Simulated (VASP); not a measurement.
Here is a VASP 6.6.1 calculation.

POSCAR

```
NiO
1.0
    4.1800000000      2.0900000000      2.0900000000
    2.0900000000      4.1800000000      2.0900000000
    2.0900000000      2.0900000000      4.1800000000
Ni O
2 2
Direct
    0.0000000000      0.0000000000      0.0000000000
    0.5000000000      0.5000000000      0.5000000000
    0.2500000000      0.2500000000      0.2500000000
    0.7500000000      0.7500000000      0.7500000000
```

File INCAR.step1:

```
SYSTEM = NiO
PREC = Accurate
ENCUT = 600
EDIFF = 1E-8
ISMEAR = 0
SIGMA = 0.15
LREAL = .False.
LASPH = .True.
NELM = 150
ALGO = Fast
ISIF = 3
LWAVE = .False.
LCHARG = .False.
ISPIN = 2
MAGMOM = 2 -2 0 0
LORBIT = 11
LMAXMIX = 4
IBRION = 2
NSW = 40
EDIFFG = -0.002
KPAR = 4
```

The input INCAR.step2:

```
SYSTEM = NiO
PREC = Accurate
ENCUT = 600
EDIFF = 1E-8
ISMEAR = 0
SIGMA = 0.15
LREAL = .False.
LASPH = .True.
NELM = 150
ALGO = Fast
ISIF = 3
LWAVE = .False.
LCHARG = .False.
ISPIN = 2
MAGMOM = 2 -2 0 0
LORBIT = 11
LMAXMIX = 4
IBRION = 6
NFREE = 2
POTIM = 0.015
NSW = 1
KPAR = 4
```

The input KPOINTS:

```
Automatic mesh
0
Gamma
  7 7 7
  0 0 0
```

Potentials or basis: VASP PAW LDA potentials, release 64 (Ni, O).

Launch:

```console
$ cat potpaw_LDA.64/Ni/POTCAR potpaw_LDA.64/O/POTCAR > POTCAR
$ cp INCAR.step1 INCAR
$ mpirun -np 4 vasp_std > vasp.out
$ cp CONTCAR POSCAR
$ cp INCAR.step2 INCAR
$ mpirun -np 4 vasp_std > vasp.out
```

Problem. Predict the elastic constants C11, C12, C44.

Solution. 435, 165, 51 GPa.

Problem. What does it give for the Voigt bulk modulus?

Solution. 255 GPa.

Problem. Predict the space group after relaxing (to 0.05 Å).

Solution. Fm-3m (No. 225).

Problem. Estimate the site moments.

Solution. Ni +1.08, -1.08; O +0.00 μB.

Clamped-ion elastic tensor (GPa):
```
435 165 165  -1  -2  -2
165 435 165  -2  -1  -2
165 165 435  -2  -2  -1
 -1  -2  -2  51   0   0
 -2  -1  -2   0  51   0
 -2  -2  -1   0   0  51
```
